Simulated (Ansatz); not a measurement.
GaN: a run of Ansatz with trial settings.

```yaml
crystal:
  lattice:
    - [0.0, 2.2535006075, 2.2535006075]
    - [2.2535006075, 0.0, 2.2535006075]
    - [2.2535006075, 2.2535006075, 0.0]
  atoms:
    - { symbol: Ga, position: [0.0, 0.0, 0.0] }
    - { symbol: "N", position: [0.75, 0.75, 0.75] }
basis:
  ecutwfc: 420
kpoints:
  mp_grid: { grid: [1, 2, 4], shift: [0.25, 0.25, 0.25] }
hamiltonian:
  xc: wpbeh
scf:
  occupations: { method: gaussian, width: 0.1 }
output:
  forces: true
  stress: true
  eigenvalues: true
```

Command:

```bash
ansatz run input.yaml --threads 1 --pin off --max-ram 1331MiB --backend cpu --events-out ev --progress --plain --runs-dir out
```

From the log (HF is the Harris–Foulkes energy, dr2 the density residual in eV):

```text
k-points: 8
PAW frozen core: Ga, regenerated for the run's functional, and the local potential with it (the file was generated under x = pbe(κ = 0.804, μ = 0.2195), c = pbe(β = 0.0667))
PAW frozen core: N, regenerated for the run's functional, and the local potential with it (the file was generated under x = pbe(κ = 0.804, μ = 0.2195), c = pbe(β = 0.0667))
Initial density: superposition of atomic densities, corrected by the library's trained network
SCF iter   1: HF=-4168.474119 eV  Δρ=1.39e-2  dr2=1.58e-2
SCF iter   2: HF=-4168.470096 eV  Δρ=6.03e-3  dr2=2.99e-3
SCF iter   3: F=-4168.469588 eV  HF=-4168.469753 eV  Δρ=1.11e-3  dr2=8.87e-5
SCF 1 stopped early in 3 iterations: F = -4168.469588 eV  dr2 = 8.87e-5
Initial density: handed on by an earlier stage of this run
Exchange kernel: α = 0.2500, screened, ω = 0.2079 Å⁻¹, Wigner–Seitz truncation, v(0) = 462.6223 eV·Å³, q-mesh 1×2×4, nearest image of the exchange supercell L = 3.19 Å, pair-density grid 15×15×15, without the augmentation charges, whose exchange is taken in its separable form by FFT convolution over the k-point mesh (sized by the pseudopotential files, 18×18×18 at the most)
Frozen-core exchange: fock
SCF iter   1: HF=-4169.128154 eV  Δρ=1.67e-2  dr2=2.57e-2
   ...
SCF 2 stopped early in 7 iterations: F = -4169.122771 eV  dr2 = 3.56e-7
  Residual-converged pass: ⟨swp⟩=3.6  max |occ|·‖R‖ = 4.4e-6 eV (tolerance 6.7e-6 eV) dr2=3.56e-7  dr2_onsite=3.64e-8  max |Δocc| = 0.0e0
hybrid outer 1: dexx = +8.135e-3 eV, tail = 2.84e-5 eV
Exchange kernel: α = 0.2500, screened, ω = 0.2079 Å⁻¹, Wigner–Seitz truncation, v(0) = 462.6223 eV·Å³, q-mesh 1×2×4, nearest image of the exchange supercell L = 3.19 Å, pair-density grid 15×15×15, without the augmentation charges, whose exchange is taken in its separable form by FFT convolution over the k-point mesh (sized by the pseudopotential files, 18×18×18 at the most)
Frozen-core exchange: fock
SCF iter   3: HF=-4169.122515 eV  Δρ=1.69e-5  dr2=4.43e-8
SCF iter   4: HF=-4169.122515 eV  Δρ=2.32e-6  dr2=1.58e-9
SCF iter   5: F=-4169.122515 eV  HF=-4169.122515 eV  Δρ=1.78e-6  dr2=5.08e-10
SCF 3 converged in 5 iterations: F = -4169.122515 eV  dr2 = 5.08e-10
  Residual-converged pass: ⟨swp⟩=2.1  max |occ|·‖R‖ = 4.3e-7 eV (tolerance 4.4e-7 eV) dr2=5.08e-10  dr2_onsite=9.71e-11  max |Δocc| = 0.0e0
hybrid outer 2: dexx = +4.973e-7 eV, tail = 1.36e-8 eV, Δε = 2.29e-3 eV (about 5.79e-5 eV left of the loop's levels), ΔF = 5.99e-3 eV/Å (tail 7.97e-4)
hybrid SCF converged: 2 outer / 12 inner (+3 warm-up), last move |dexx| = 4.97e-7 eV, tail = 1.36e-8 eV
Stability not checked: this state was not tested for a lower state beside it, because the functional holds exact exchange (a hybrid, or Hartree-Fock), whose exchange loop this test does not read (fock_operator; see scf.lower_state_search)
Free energy (F): -4169.122515 eV
Frozen-core exchange: fock
E sigma→0 (E₀):  -4169.122515 eV
Fermi energy:    11.277194 eV
--- Forces (eV/Å), atoms counted from 1 ---
  atom   1  Ga     0.01803027    -0.04291272     0.04074681
  atom   2  N     -0.01799420     0.04292876    -0.04077008
--- Stress (GPa, compression-positive) ---
       -2.934165       3.472504      -3.127314
        3.472504      -1.650721       1.518900
       -3.127314       1.518900      -2.196879
  P = ⅓ Tr σ = -2.2606 GPa (-22.606 kbar)
```

These settings were drawn at random to show what each does; none of the numbers is a converged property of the crystal.